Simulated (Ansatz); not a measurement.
# BeTe (F-43m) in Ansatz: notebook

One crystal, BeTe, is run at these levels: PBE0, HSE06; tasks: band structure, single point, equation of state.

Program: Ansatz 0.2.0. These are calculated values, not measurements. Logs are shortened: lines on timing, memory, paths and dates and some standing lists are left out, and cuts for length are marked.

## (1) The structure

It takes space group F-43m (No. 216, cubic). Conventional cell: a = 5.540 Å, b = 5.540 Å, c = 5.540 Å, α = 90.00°, β = 90.00°, γ = 90.00°. Te (site symmetry -43m) is surrounded by 4 Be at 2.40 Å. Be (site symmetry -43m) is surrounded by 4 Te at 2.40 Å.

## (2) Band structure, PBE0

File input:

```
crystal:
  lattice:
    - [0.0, 2.77, 2.77]
    - [2.77, 0.0, 2.77]
    - [2.77, 2.77, 0.0]
  atoms:
    - { symbol: Te, position: [0.75, 0.75, 0.75] }
    - { symbol: Be, position: [0.0, 0.0, 0.0] }
hamiltonian:
  xc: pbe0
  pseudopotentials: { kind: paw }
kpoints:
  mp_grid: { grid: [6, 6, 6] }
  band_path:
    path:
      - [[0.0, 0.0, 0.0], [0.5, 0.0, 0.5], [0.5, 0.25, 0.75], [0.375, 0.375, 0.75], [0.0, 0.0, 0.0], [0.5, 0.5, 0.5], [0.625, 0.25, 0.625], [0.5, 0.25, 0.75], [0.5, 0.5, 0.5], [0.375, 0.375, 0.75]]
      - [[0.625, 0.25, 0.625], [0.5, 0.0, 0.5]]
    npoints: 4
scf:
  occupations: { method: fermi_dirac, width: 0.05 }
  n_extra_bands: 6
output:
  forces: true
  stress: true
  eigenvalues: true
  fatbands: false
  write_density: true
  write_potential: true
  elf: true
  volumetric_format: npy
```

Potentials or basis: Ansatz PAW.

Standard output:

```text
[... 2 lines left out ...]
scf.n_extra_bands = 6 over 9 filled bands (N_el = 18.0): the run solves 15 bands
GPUs: using 1 of 1 available (devices: 1).
Engine: ansatz 0.2.0, x86_64-unknown-linux-gnu
Pseudopotentials: kind: paw
Pseudopotential: Te, paw, valence charge 16, recommended cutoff 420 eV (normal), Te.paw.azcp
Pseudopotential: Be, paw, valence charge 2, recommended cutoff 420 eV (normal), Be.paw.azcp
Functional definition: PBE0
  parameter a = 0.25
  parameter kappa = 0.804
  parameter beta = 0.06672455060314922
  exchange = (1 - a)*pbe_x(kappa = kappa, mu = beta*pi^2/3) + a*exact_x
  correlation = pbe_c(beta = beta)
device memory: the entry about to start is reckoned to put 0.5 GiB on a device that reports 74.3 GiB free (of which the cap on the GPU budget leaves the run 18.0 GiB)
GPU FFT provider: cuFFT
GPU libraries: cuBLAS 13.8.2, cuFFT 12.4.0, cuSOLVER 12.3.4
Crystal: 2 atoms, lattice volume = 42.508 Å³
Basis set: ecut = 420 eV, 869 PW (Γ), exchange–correlation on 54×54×54 points (8 copies of the dense FFT grid, shifted against one another)
Bands: 15, of which v1, the nominal top of the filled ones, is band 9 counted from 1 (8 counted from 0)
Symmetry: 24 space group operations
Space group: F-43m (ITA 216), of the structure as read, at distance tolerance 3.5e-5 Å
k-points: 16 of 216 (time reversal used)
Non-local potential: Te, projectors of the file, l = 0: 2, l = 1: 2, l = 2: 2, l = 3: 2
Non-local potential: Be, projectors of the file, l = 0: 2, l = 1: 2, l = 2: 1
PAW form: soft (Blöchl's): semilocal exchange-correlation on the pseudo side does not see the compensation charge
PAW frozen core: Te, regenerated for the run's functional, and the local potential with it (the file was generated under x = pbe(κ = 0.804, μ = 0.2195149727645171), c = pbe(β = 0.06672455060314922))
PAW frozen core: Be, regenerated for the run's functional, and the local potential with it (the file was generated under x = pbe(κ = 0.804, μ = 0.2195149727645171), c = pbe(β = 0.06672455060314922))
PAW one-centre angular grid: Te, 590 points (default); XC on 64 Gauss nodes
PAW one-centre angular grid: Be, 110 points (default); XC on 64 Gauss nodes
Initial density: superposition of atomic densities (neutral atoms: chi_scale 0, normalization atom), corrected by the library's trained network
Initial wavefunctions: pseudopotential atomic-orbital guess
GPU buffer pool allocated for 19683 grid points (all kernels)
GPU transforms: local potential and band sums: pruned to the plane-wave sphere, on 25×27×27
Functional: x = pbe(κ = 0.804, μ = 0.2195149727645171), c = pbe(β = 0.06672455060314922), warm-up for x = 0.75 pbe(κ = 0.804, μ = 0.2195149727645171) + 0.25 exact, c = pbe(β = 0.06672455060314922)
SCF iter   1: F=—  HF=-7073.400846 eV  |F-HF|=—  |Δ(HF+E_count)|=         —  Δρ=3.81e-4  dr2=1.75e-5  ethr=1.77e-3  ⟨swp⟩=2.0  Hψ=1753  notcnv=0
preconditioner: auto → none  [insulator: Δε(μ)=1.863 eV  Ē_g=12.213 eV  σ=0.050 eV  W_gap=1.00  n_scr=14 (ndim 8)  ℏωp=16.1 eV  f_vac=0.007  D(μ)=0.00/eV (n_scr^D=0)]
SCF iter   2: F=-7073.400984 eV  HF=-7073.400951 eV  |F-HF|=3.35e-5  |Δ(HF+E_count)|=   1.05e-4  Δρ=1.97e-4  dr2=4.49e-6  ethr=9.74e-8  ⟨swp⟩=4.2  Hψ=622  notcnv=0  defer=1
SCF 1 stopped early in 2 iterations: F = -7073.400984 eV  dr2 = 4.49e-6
device memory: the entry about to start is reckoned to put 1.1 GiB on a device that reports 74.2 GiB free (of which the cap on the GPU budget leaves the run 18.0 GiB)
GPU FFT provider: cuFFT
GPU libraries: cuBLAS 13.8.2, cuFFT 12.4.0, cuSOLVER 12.3.4
Initial density: handed on by an earlier stage of this run
Initial wavefunctions: those handed on with the density
GPU buffer pool allocated for 19683 grid points (all kernels)
GPU transforms: local potential and band sums: pruned to the plane-wave sphere, on 25×27×27
Functional: x = 0.75 pbe(κ = 0.804, μ = 0.2195149727645171) + 0.25 exact, c = pbe(β = 0.06672455060314922)
Exchange kernel: α = 0.2500, full range, Wigner–Seitz truncation, v(0) = 15200.6038 eV·Å³, q-mesh 6×6×6, nearest image of the exchange supercell L = 23.50 Å, pair-density grid 15×15×15, without the augmentation charges, whose exchange is taken in its separable form by FFT convolution over the k-point mesh (sized by the pseudopotential files, 24×24×24 at the most), smooth part of the exact exchange by density-matrix convolution in up to 2.83 GiB of GPU memory as planned if the GPU has room (build and FFT work areas not counted)
Frozen-core exchange: fock
SCF iter   1: F=—  HF=-7077.359491 eV  |F-HF|=—  |Δ(HF+E_count)|=         —  Δρ=3.09e-3  dr2=3.74e-3  ethr=2.50e-7  ⟨swp⟩=8.7  Hψ=1284  notcnv=0
preconditioner: auto → none  [insulator: Δε(μ)=3.145 eV  Ē_g=14.457 eV  σ=0.050 eV  W_gap=1.00  n_scr=14 (ndim 8)  ℏωp=16.1 eV  f_vac=0.007  D(μ)=0.00/eV (n_scr^D=0)]
SCF iter   2: F=—  HF=-7077.358169 eV  |F-HF|=—  |Δ(HF+E_count)|=   1.32e-3  Δρ=1.34e-3  dr2=6.92e-4  ethr=2.50e-7  ⟨swp⟩=4.0  Hψ=645  notcnv=0
SCF iter   3: F=—  HF=-7077.361308 eV  |F-HF|=—  |Δ(HF+E_count)|=   3.14e-3  Δρ=7.43e-4  dr2=1.41e-4  ethr=2.50e-7  ⟨swp⟩=4.1  Hψ=632  notcnv=0
SCF iter   4: F=—  HF=-7077.361273 eV  |F-HF|=—  |Δ(HF+E_count)|=   3.43e-5  Δρ=1.81e-4  dr2=1.32e-5  ethr=2.50e-7  ⟨swp⟩=3.1  Hψ=444  notcnv=0
SCF iter   5: F=-7077.361321 eV  HF=-7077.361321 eV  |F-HF|=2.54e-7  |Δ(HF+E_count)|=   4.81e-5  Δρ=4.92e-5  dr2=1.33e-6  ethr=3.52e-8  ⟨swp⟩=4.1  Hψ=651  notcnv=0
SCF 2 stopped early in 5 iterations: F = -7077.361321 eV  dr2 = 1.33e-6
hybrid outer 1: dexx = +3.690e-3 eV, tail = 5.32e-5 eV
GPU FFT provider: cuFFT
GPU libraries: cuBLAS 13.8.2, cuFFT 12.4.0, cuSOLVER 12.3.4
GPU buffer pool allocated for 19683 grid points (all kernels)
GPU transforms: local potential and band sums: pruned to the plane-wave sphere, on 25×27×27
Exchange kernel: α = 0.2500, full range, Wigner–Seitz truncation, v(0) = 15200.6038 eV·Å³, q-mesh 6×6×6, nearest image of the exchange supercell L = 23.50 Å, pair-density grid 15×15×15, without the augmentation charges, whose exchange is taken in its separable form by FFT convolution over the k-point mesh (sized by the pseudopotential files, 24×24×24 at the most), smooth part of the exact exchange by density-matrix convolution in up to 2.83 GiB of GPU memory as planned if the GPU has room (build and FFT work areas not counted)
Frozen-core exchange: fock
SCF iter   1: F=—  HF=-7077.361479 eV  |F-HF|=—  |Δ(HF+E_count)|=         —  Δρ=3.05e-5  dr2=5.68e-7  ethr=1.48e-6  ⟨swp⟩=3.7  Hψ=514  notcnv=0
preconditioner: auto → none  [insulator: Δε(μ)=3.184 eV  Ē_g=14.455 eV  σ=0.050 eV  W_gap=1.00  n_scr=14 (ndim 8)  ℏωp=16.1 eV  f_vac=0.008  D(μ)=0.00/eV (n_scr^D=0)]
SCF iter   2: F=—  HF=-7077.361479 eV  |F-HF|=—  |Δ(HF+E_count)|=   5.70e-8  Δρ=1.29e-5  dr2=9.76e-8  ethr=3.00e-9  ⟨swp⟩=3.6  Hψ=491  notcnv=0
iter 3 solved again at ethr=8.33e-12 eV; its pass at ethr=3.81e-10 eV (dr2=1.50e-9 eV) is discarded
SCF iter   3: F=—  HF=-7077.361479 eV  |F-HF|=—  |Δ(HF+E_count)|=   1.99e-8  Δρ=1.72e-6  dr2=2.24e-8  ethr=8.33e-12  ⟨swp⟩=4.1  Hψ=1107  notcnv=0  defer=3
SCF iter   4: F=-7077.361479 eV  HF=-7077.361479 eV  |F-HF|=2.40e-9  |Δ(HF+E_count)|=   1.33e-7  Δρ=3.00e-6  dr2=5.33e-9  ethr=8.33e-12  ⟨swp⟩=5.4  Hψ=757  notcnv=0  defer=1
SCF 3 converged in 4 iterations: F = -7077.361479 eV  dr2 = 5.33e-9
  Residual-converged pass: ⟨swp⟩=2.0  Hψ=327  notcnv=0  max |occ|·‖R‖ = 2.4e-6 eV (tolerance 2.4e-6 eV)  dr2=5.33e-9  dr2_onsite=6.18e-11  max |Δocc| = 3.1e-23
hybrid outer 2: dexx = +2.215e-7 eV, tail = 1.98e-8 eV, Δε = 1.59e-3 eV (about 8.34e-5 eV left of the loop's levels)
device memory: the entry about to start is reckoned to put 0.4 GiB on a device that reports 67.5 GiB free (of which the cap on the GPU budget leaves the run 18.0 GiB)
NSCF: frozen V_eff on 42 k-points, pencils in batches of 32, up to order 68
hybrid SCF converged: 2 outer / 9 inner (+2 warm-up), last move |dexx| = 2.21e-7 eV, tail = 1.98e-8 eV
Stability not checked: this state was not tested for a lower state beside it, because the functional holds exact exchange (a hybrid, or Hartree-Fock), whose exchange loop this test does not read (fock_operator; see scf.lower_state_search)
Free energy (F): -7077.361479 eV
Frozen-core exchange: fock
Harris-Foulkes:  -7077.361479 eV  (|F-HF|=2.40e-9)
Internal energy: -7077.361479 eV  (E = F + TS)
E sigma→0 (E₀):  -7077.361479 eV
Fermi energy:    8.912512 eV
--- Per-component energies (eV) ---
  E_band       = -300.553692
  E_kinetic    = 200.910240
  E_local      = -1325.919134  (includes V_loc(G=0)·N_el)
  E_nonlocal   = -306.202136
  E_hartree    = 840.888249
  E_xc         = -111.283427
  E_vxc        = -96.970754  (∫ρ·V_xc dr)
  E_exx        = -55.513436  (= α·E_x^exact, valence–valence)
  E_paw        = -4704.148941  (= ΣΔE_a)
  E_vpaw       = -343.120196  (= ΣTr[D̂ρ^β])
  E_aug_tail   = -0.000216  (compensation charges beyond the density's cutoff)
  E_ewald      = -1615.915793
  E_core_change = -0.176885  (= ΣΔE_core)
  E_smearing   = -0.000000  (= −TS)
  E_closure    = 0.000000  (closes the sum)
  Σ components = -7077.361479   (vs F -7077.361479, Δ=0.00e0)
--- Forces (eV/Å), atoms counted from 1 ---
  atom   1  Te    -0.00000000     0.00000000    -0.00000000
  atom   2  Be    -0.00000000     0.00000000     0.00000000
  max |Σ_I F_I| component: 2.73e-16 eV/Å
--- Stress (GPa, compression-positive) ---
        3.292280      -0.000000      -0.000000
       -0.000000       3.292280       0.000000
        0.000000       0.000000       3.292280
  P = ⅓ Tr σ = 3.2923 GPa (32.923 kbar)
--- Band table (eV; the first three rows and the last of 16) ---
  k-point 0: bands = ["-31.4338", "-31.4338", "-31.4338", "-31.4147", "-31.4147", "-6.6346", "7.3207", "7.3207", "7.3207", "12.4161", "12.4161", "12.4161", "13.1632", "17.4231", "19.6551"]
  k-point 1: bands = ["-31.4330", "-31.4326", "-31.4326", "-31.4145", "-31.4145", "-6.3218", "5.0392", "6.8784", "6.8784", "12.4160", "13.0452", "13.0452", "15.1500", "18.0611", "18.2351"]
  k-point 2: bands = ["-31.4315", "-31.4307", "-31.4307", "-31.4138", "-31.4138", "-5.5233", "2.0947", "6.2342", "6.2342", "12.1459", "13.5301", "13.5301", "16.9216", "18.7275", "18.8797"]
  k-point 15: bands = ["-31.4328", "-31.4272", "-31.4246", "-31.4160", "-31.4119", "-4.3013", "1.6770", "3.3141", "3.6740", "12.4805", "13.1047", "16.6656", "17.0053", "20.6918", "21.5065"]
```

It took 46 s on 1 × NVIDIA H100 80GB HBM3 with 2 threads of AMD EPYC 7R13 (Zen 3), shared host; peak memory 2 GiB.

Results:

```
Free energy             : -7077.3615 eV
Pressure                : 3.3 GPa
Band gap on the k mesh  : 3.18 eV, indirect (least direct gap 5.10 eV)
Band gap along the path : 3.18 eV, indirect (least direct gap 5.10 eV)
```

Levels at the corners of the path, in eV from the valence-band top:
| point | band 5 | band 6 | band 7 | band 8 | band 9 | band 10 | band 11 | band 12 | band 13 | band 14 |
| --- | --- | --- | --- | --- | --- | --- | --- | --- | --- | --- |
| Γ | -38.74 | -13.96 | 0.00 | 0.00 | 0.00 | 5.10 | 5.10 | 5.10 | 5.84 | 10.10 |
| X | -38.73 | -11.66 | -6.04 | -3.13 | -3.13 | 3.18 | 3.97 | 12.18 | 12.18 | 13.94 |
| W | -38.73 | -11.61 | -5.40 | -4.38 | -3.80 | 6.81 | 7.13 | 7.45 | 8.14 | 13.35 |
| K | -38.73 | -11.68 | -5.62 | -4.60 | -2.64 | 4.01 | 6.92 | 10.01 | 10.41 | 11.23 |
| Γ | -38.74 | -13.96 | 0.00 | 0.00 | 0.00 | 5.10 | 5.10 | 5.10 | 5.84 | 10.10 |
| L | -38.73 | -12.28 | -6.56 | -1.34 | -1.34 | 4.72 | 6.14 | 6.14 | 9.48 | 13.09 |
| U | -38.73 | -11.68 | -5.62 | -4.60 | -2.64 | 4.01 | 6.92 | 10.01 | 10.41 | 11.23 |
| W | -38.73 | -11.61 | -5.40 | -4.38 | -3.80 | 6.81 | 7.13 | 7.45 | 8.14 | 13.35 |
| L | -38.73 | -12.28 | -6.56 | -1.34 | -1.34 | 4.72 | 6.14 | 6.14 | 9.48 | 13.09 |
| K | -38.73 | -11.68 | -5.62 | -4.60 | -2.64 | 4.01 | 6.92 | 10.01 | 10.41 | 11.23 |
| U | -38.73 | -11.68 | -5.62 | -4.60 | -2.64 | 4.01 | 6.92 | 10.01 | 10.41 | 11.23 |
| X | -38.73 | -11.66 | -6.04 | -3.13 | -3.13 | 3.18 | 3.97 | 12.18 | 12.18 | 13.94 |

Caveat: spin-orbit coupling is left out, which moves the levels of the heavy elements; the PAW data sets come from PBE, with cores solved anew for the run's functional, which leaves a small shift of forces and pressure; the thresholds are loose for stress.

## (3) Single point, HSE06, 19.98 Å³/atom (volume scaled by 0.94)

File input:

```
crystal:
  lattice:
    - [0.0, 2.7134535211, 2.7134535211]
    - [2.7134535211, 0.0, 2.7134535211]
    - [2.7134535211, 2.7134535211, 0.0]
  atoms:
    - { symbol: Te, position: [0.75, 0.75, 0.75] }
    - { symbol: Be, position: [0.0, 0.0, 0.0] }
hamiltonian:
  xc: hse06
  pseudopotentials: { kind: paw }
kpoints:
  mp_grid: { grid: [6, 6, 6] }
scf:
  occupations: { method: fermi_dirac, width: 0.05 }
output:
  forces: true
  stress: true
  eigenvalues: true
```

Potentials or basis: Ansatz PAW.

Run time: 18 s. Hardware: 1 × NVIDIA H100 80GB HBM3 with 2 threads of AMD EPYC 7R13 (Zen 3), shared host; peak memory 1.8 GiB.

Results (log left out):

| Item | Value |
| --- | --- |
| Free energy | -7078.0695 eV |
| Pressure | 8.4 GPa |
| Band gap on the k mesh | 2.35 eV, indirect (least direct gap 4.35 eV) |

Caveat: spin-orbit coupling is left out, which moves the levels of the heavy elements; the PAW data sets come from PBE, with cores solved anew for the run's functional, which leaves a small shift of forces and pressure; the thresholds are loose for stress.

## (4) Single point, HSE06, 20.40 Å³/atom (volume scaled by 0.96)

Changes to input since step 3:

```diff
@@ -2,5 +2,5 @@
   lattice:
-    - [0.0, 2.7134535211, 2.7134535211]
-    - [2.7134535211, 0.0, 2.7134535211]
-    - [2.7134535211, 2.7134535211, 0.0]
+    - [0.0, 2.7325629784, 2.7325629784]
+    - [2.7325629784, 0.0, 2.7325629784]
+    - [2.7325629784, 2.7325629784, 0.0]
   atoms:
```

Wall time 19 s (1 × NVIDIA H100 80GB HBM3 with 2 threads of AMD EPYC 7R13 (Zen 3), shared host); peak memory 1.9 GiB.

Results (log left out):

```yaml
Free_energy: -7078.1090 eV
Pressure: 6.5 GPa
Band_gap_on_the_k_mesh: 2.41 eV, indirect (least direct gap 4.38 eV)
```

Caveat: spin-orbit coupling is left out, which moves the levels of the heavy elements; the PAW data sets come from PBE, with cores solved anew for the run's functional, which leaves a small shift of forces and pressure; the thresholds are loose for stress.

## (5) Single point, HSE06, 20.83 Å³/atom (volume scaled by 0.98)

Changes to input since step 4:

```diff
@@ -2,5 +2,5 @@
   lattice:
-    - [0.0, 2.7325629784, 2.7325629784]
-    - [2.7325629784, 0.0, 2.7325629784]
-    - [2.7325629784, 2.7325629784, 0.0]
+    - [0.0, 2.7514088358, 2.7514088358]
+    - [2.7514088358, 0.0, 2.7514088358]
+    - [2.7514088358, 2.7514088358, 0.0]
   atoms:
```

Wall time 18 s (1 × NVIDIA H100 80GB HBM3 with 2 threads of AMD EPYC 7R13 (Zen 3), shared host); peak memory 1.9 GiB.

It converged, with:

* Free energy: -7078.1389 eV
* Pressure: 4.8 GPa
* Band gap on the k mesh: 2.47 eV, indirect (least direct gap 4.40 eV)

Caveat: spin-orbit coupling is left out, which moves the levels of the heavy elements; the PAW data sets come from PBE, with cores solved anew for the run's functional, which leaves a small shift of forces and pressure; the thresholds are loose for stress.

## (6) Single point, HSE06, 21.25 Å³/atom

Changes to input since step 5:

```diff
@@ -2,5 +2,5 @@
   lattice:
-    - [0.0, 2.7514088358, 2.7514088358]
-    - [2.7514088358, 0.0, 2.7514088358]
-    - [2.7514088358, 2.7514088358, 0.0]
+    - [0.0, 2.77, 2.77]
+    - [2.77, 0.0, 2.77]
+    - [2.77, 2.77, 0.0]
   atoms:
```

Potentials or basis: Ansatz PAW.

It took 16 s on 1 × NVIDIA H100 80GB HBM3 with 2 threads of AMD EPYC 7R13 (Zen 3), shared host; peak memory 1.9 GiB.

The run converged. Its results:

```
Free energy            : -7078.1603 eV
Pressure               : 3.3 GPa
Band gap on the k mesh : 2.53 eV, indirect (least direct gap 4.42 eV)
```

Caveat: spin-orbit coupling is left out, which moves the levels of the heavy elements; the PAW data sets come from PBE, with cores solved anew for the run's functional, which leaves a small shift of forces and pressure; the thresholds are loose for stress.

## (7) Single point, HSE06, 21.68 Å³/atom (volume scaled by 1.02)

Changes to input since step 6:

```diff
@@ -2,5 +2,5 @@
   lattice:
-    - [0.0, 2.77, 2.77]
-    - [2.77, 0.0, 2.77]
-    - [2.77, 2.77, 0.0]
+    - [0.0, 2.7883449055, 2.7883449055]
+    - [2.7883449055, 0.0, 2.7883449055]
+    - [2.7883449055, 2.7883449055, 0.0]
   atoms:
```

It took 15 s on 1 × NVIDIA H100 80GB HBM3 with 2 threads of AMD EPYC 7R13 (Zen 3), shared host; peak memory 1.9 GiB.

The run converged. Its results:

```
Free energy            : -7078.1740 eV
Pressure               : 1.9 GPa
Band gap on the k mesh : 2.58 eV, indirect (least direct gap 4.44 eV)
```

Caveat: spin-orbit coupling is left out, which moves the levels of the heavy elements; the PAW data sets come from PBE, with cores solved anew for the run's functional, which leaves a small shift of forces and pressure; the thresholds are loose for stress.

## (8) Single point, HSE06, 22.10 Å³/atom (volume scaled by 1.04)

Changes to input since step 7:

```diff
@@ -2,5 +2,5 @@
   lattice:
-    - [0.0, 2.7883449055, 2.7883449055]
-    - [2.7883449055, 0.0, 2.7883449055]
-    - [2.7883449055, 2.7883449055, 0.0]
+    - [0.0, 2.8064515486, 2.8064515486]
+    - [2.8064515486, 0.0, 2.8064515486]
+    - [2.8064515486, 2.8064515486, 0.0]
   atoms:
```

Run time: 18 s. Hardware: 1 × NVIDIA H100 80GB HBM3 with 2 threads of AMD EPYC 7R13 (Zen 3), shared host; peak memory 1.9 GiB.

It converged, with:

| Item | Value |
| --- | --- |
| Free energy | -7078.1805 eV |
| Pressure | 0.6 GPa |
| Band gap on the k mesh | 2.63 eV, indirect (least direct gap 4.46 eV) |

Caveat: spin-orbit coupling is left out, which moves the levels of the heavy elements; the PAW data sets come from PBE, with cores solved anew for the run's functional, which leaves a small shift of forces and pressure; the thresholds are loose for stress.

## (9) Single point, HSE06, 22.53 Å³/atom (volume scaled by 1.06)

Changes to input since step 8:

```diff
@@ -2,5 +2,5 @@
   lattice:
-    - [0.0, 2.8064515486, 2.8064515486]
-    - [2.8064515486, 0.0, 2.8064515486]
-    - [2.8064515486, 2.8064515486, 0.0]
+    - [0.0, 2.8243275181, 2.8243275181]
+    - [2.8243275181, 0.0, 2.8243275181]
+    - [2.8243275181, 2.8243275181, 0.0]
   atoms:
```

Potentials or basis: Ansatz PAW.

Wall time 14 s (1 × NVIDIA H100 80GB HBM3 with 2 threads of AMD EPYC 7R13 (Zen 3), shared host); peak memory 1.9 GiB.

Results (log left out):

```yaml
Free_energy: -7078.1806 eV
Pressure: -0.6 GPa
Band_gap_on_the_k_mesh: 2.68 eV, indirect (least direct gap 4.48 eV)
```

Caveat: spin-orbit coupling is left out, which moves the levels of the heavy elements; the PAW data sets come from PBE, with cores solved anew for the run's functional, which leaves a small shift of forces and pressure; the thresholds are loose for stress.

## (10) Equation of state, HSE06

No new run: the results of the series are fitted here.

Results:

| Quantity | Value |
| --- | --- |
| Equilibrium volume | 22.32 Å³/atom |
| Bulk modulus | 61 GPa |
| Pressure derivative of the bulk modulus | 3.9 |

Energy against volume, from the lowest point:
| volume (Å³/atom) | energy (meV/atom) |
| --- | --- |
| 19.979 | 55.51 |
| 20.404 | 35.80 |
| 20.829 | 20.82 |
| 21.254 | 10.11 |
| 21.679 | 3.30 |
| 22.104 | 0.04 |
| 22.529 | 0.00 |

Caveat: the PAW data sets were made with another functional, which shifts forces and pressure a little. Spin-orbit coupling is left out, which matters for the levels of Te.
